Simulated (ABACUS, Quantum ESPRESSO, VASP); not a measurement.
# Fitting the PBE energy curve of Na2S

Symmetry: Fm-3m, No. 225, cubic system. Conventional cell: a = 6.547 Å, b = 6.547 Å, c = 6.547 Å, α = 90.00°, β = 90.00°, γ = 90.00°. Around S (site symmetry m-3m) lie 8 Na at 2.83 Å. Na (site symmetry -43m) is surrounded by 4 S at 2.83 Å.

The cell was scaled at fixed shape and fractions and run with Quantum ESPRESSO, SSSP 1.3 efficiency PBE, cutoff 748 eV; PBE, k mesh 7 × 7 × 7 on the cell of 3 atoms, fermi-dirac occupations of 0.05 eV, no spin polarisation, no spin-orbit coupling. Energies are those that the program minimises, any entropy of the smearing included.

| V (Å³/atom) | energy over the lowest row (meV/atom) |
| --- | --- |
| 21.9823 | 12.492 |
| 22.4500 | ? |
| 22.9177 | 2.376 |
| 23.3855 | 0.320 |
| 23.8532 | 0.000 |
| 24.3209 | 1.246 |
| 24.7886 | 3.901 |

Problem. Fit the third-order Birch-Murnaghan form, give V0, B0 and B′, and predict the energy left open.

Solution. With y = (V0/V)^(2/3), E = E0 + (9 V0 B0/16) [(y - 1)³ B′ + (y - 1)² (6 - 4y)]. Least squares through the rows shown give V0 = 23.7088 Å³/atom, E0 = -0.076 meV, B0 = 28.03 GPa (1 eV/Å³ = 160.218 GPa) and B′ = 4.29, with a largest miss of 0.003 meV. At V = 22.4500 the form with these constants gives 6.360 meV; the run gave 6.362 meV an atom. Other set-ups at this level, from all their volumes (Å³/atom, GPa): ABACUS, PseudoDojo NC SR 0.4.1 PBE standard, plane waves: V0 23.642, B0 28.06; VASP, PBE PAW files Na_pv, S, 520 eV: V0 23.646, B0 28.14.
